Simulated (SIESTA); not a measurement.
FeO (Wuestite) under changes of volume

One of the cells (10.067 Å³/atom); the others are scaled copies at fixed shape and fractional positions:

```
Fe O
1.0
     1.51882    0.87689    2.51958
    -1.51882    0.87689    2.51958
     0.00000   -1.75378    2.51958
Fe O
1 1
Direct
  0.00000 0.00000 0.00000
  0.50000 0.50000 0.50000
```

* Program: SIESTA 5.4.2
* Functional: LDA
* Potentials or basis: PseudoDojo 0.4 standard (LDA files)
* Basis: DZP (energy shift 0.003 Ry; two zetas on semicore shells)
* Grid cutoff: 800 Ry
* Energy shift: 0.003 Ry
* k mesh: 8 × 8 × 8
* Occupations: fermi-dirac, width 0.05 eV
* Spin: collinear spin, ferromagnetic start
* Starting moments: [3.0, 0.0] μB

```csv
volume (Å³/atom),energy over the lowest point (meV/atom),pressure (GPa)
9.463,0.00,-4.2
9.664,7.85,-8.4
9.866,20.84,-12.2
10.067,38.41,-15.6
10.268,59.92,-18.5
10.470,84.99,-21.2
10.671,?,?
```

Problem. What does the run at 10.671 Å³/atom give?

Solution. Energy over the lowest point 113.23 meV/atom; pressure -23.6 GPa.

Worked out: A Birch-Murnaghan fit of order 3 (a polynomial in V^(-2/3)) to the other rows has its minimum at 9.30 Å³/atom, just outside them, with B0 = V·E''(V) = 242 GPa and B' = 5.1 at fixed shape and positions, which overstates the stiffness. It gives 113.00 meV/atom at 10.671 Å³/atom, against the run's 113.23, and -dE/dV = -23.4 GPa, against -23.6.

Energies are extrapolated to zero smearing.

Caveats: short orbitals over semicore shells can move pressures by several GPa; the basis of atomic orbitals isn't converged, which shifts pressures, moduli and gaps; a cell with one magnetic atom can't hold antiferromagnetic order, which such compounds often take.
